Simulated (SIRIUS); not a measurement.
PbS under changes of volume

One of the cells (27.984 Å³/atom); the others are scaled copies at fixed shape and fractional positions:

```xyz
2
Lattice="4.1168 0.0000 0.0000 -2.0584 3.5652 0.0000 0.0000 0.0000 3.8133" Properties=species:S:1:pos:R:3 pbc="T T T"
Pb    0.0000    0.0000    0.0000
S     2.0584    1.1884    1.9066
```

Measurements of this composition are mostly on another form, of space group No. 225.

```yaml
Program: SIRIUS 7.10.0
Functional: PBE
Potentials_or_basis: PseudoDojo 0.4.1 PBE standard (scalar relativistic)
Cutoff: 765 eV
Density_cutoff: 3061 eV
k_mesh: 8 × 8 × 7
Occupations: fermi-dirac, width 0.05 eV
Spin: no spin polarisation
```

```csv
volume (Å³/atom),energy over the lowest point (meV/atom),pressure (GPa),gap on the mesh (eV)
25.789,16.62,3.5,none
26.338,?,?,?
26.887,0.90,1.1,0.13
27.984,0.00,-0.9,0.29
28.533,4.48,-1.8,0.36
29.082,11.85,-2.6,0.43
```

Question: What does the run at 26.338 Å³/atom give?

Answer: Energy over the lowest point 6.79 meV/atom; pressure 2.2 GPa; gap on the mesh 0.04 eV.

Worked out: A Birch-Murnaghan fit of order 3 (a polynomial in V^(-2/3)) to the other rows has its minimum at 27.50 Å³/atom with B0 = V·E''(V) = 50 GPa and B' = 2.9 at fixed shape and positions, which overstates the stiffness. It gives 6.76 meV/atom at 26.338 Å³/atom, against the run's 6.79, and -dE/dV = 2.3 GPa, against 2.2.

Energies are extrapolated to zero smearing.

Caveats: spin-orbit coupling is left out, which as a rule narrows the gap of such compounds by several tenths of an eV (some runs); an odd mesh through Γ misses points on the zone boundary, where band edges often lie (some runs).

A gap of «none» marks a metal or a gap under the smearing width.
